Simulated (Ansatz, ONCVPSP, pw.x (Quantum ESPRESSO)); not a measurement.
## From atom to crystal: ONCV potential for platinum (Pt)

Pt, optimised norm-conserving Vanderbilt (ONCV), made with ONCVPSP 4.0.1.1 (patched build) (PBE, scalar-relativistic). Core [Kr] 4d10 4f14, reference 5s2 5p6 5d9 6s1. Waves: 5s+6s: rc 1.40 bohr, ncon 4, nbas 9, qcut 9.3 1/bohr, 2 projectors; 5p: rc 1.65 bohr, ncon 4, nbas 9, qcut 8.6 1/bohr, 2 projectors, debl 3.6 Ha; 5d: rc 2.35 bohr, ncon 4, nbas 8, qcut 6 1/bohr, 2 projectors, debl 3.3 Ha. Local part: polynomial inside 1.25 bohr (lpopt 5, dvloc0 0 Ha). Core correction: none.

Atomic tests: cutoffs needed: 32 Ha and 36 Ha (the cutoffs (Ha) at which the residual kinetic energy of the hardest occupied pseudo-wave falls to 1 and 0.1 mHa per electron); ghost test: no bound ghost flagged; GHOST(+) flagged for s at 309.9 eV; largest excitation error: +18 meV (all-electron minus pseudo) for 5s2 5p6 5d7 6s0, out of 4 test configurations.

Crystal test: bcc Pt in pw.x 7.5, no spin, 15³ k-points, Fermi–Dirac smearing 0.01 Ry, cutoffs 85/340 Ry. The reference is all-electron LAPW (Ansatz 0.2.0) with the same functional, mesh and smearing; V0 and B0 come from Birch–Murnaghan fits to the pressures at five volumes. Errors are pseudo minus all-electron; Δ is the rms difference of the E(V) curves that follow from these fits, minima aligned, over ±6 % about the mean V0. Mesh and smearing are coarse, so the numbers serve the comparison and aren't converged zero-temperature values; the lattice is a test structure that the element need not adopt.

```csv
V (Å³/atom),P all-electron (GPa),P pseudo (GPa)
15.066,13.63,11.67
15.463,6.17,4.41
15.859,-0.19,-1.77
16.255,-5.60,-7.02
16.652,-10.19,-11.48
```

All-electron: a0 = 3.165 Å (V0 = 15.85 Å³/atom), B0 = 235.3 GPa.

Pseudopotential: mean pressure error (GPa): -1.60; a0 (Å): 3.157; a0 error (%): -0.23; B0 error (%): +0.9; Δ (meV/atom): 5.6.

At the middle volume, how do free energy and pressure move when the wave cutoff is lowered (ecutrho kept at four times it)?

```
cutoff (Ry)  shift of F (meV/atom)  shift of P (GPa)
         38                +3795.7           -116.27
         51                 +604.2            -33.16
         68                  +22.0             -2.29
```

The run at the middle volume (120 k-points, 8 iterations) took about 30 s on one core of a shared host (AMD EPYC 7R43 64-Core Processor, 256 threads, 1004 GiB, load 128).
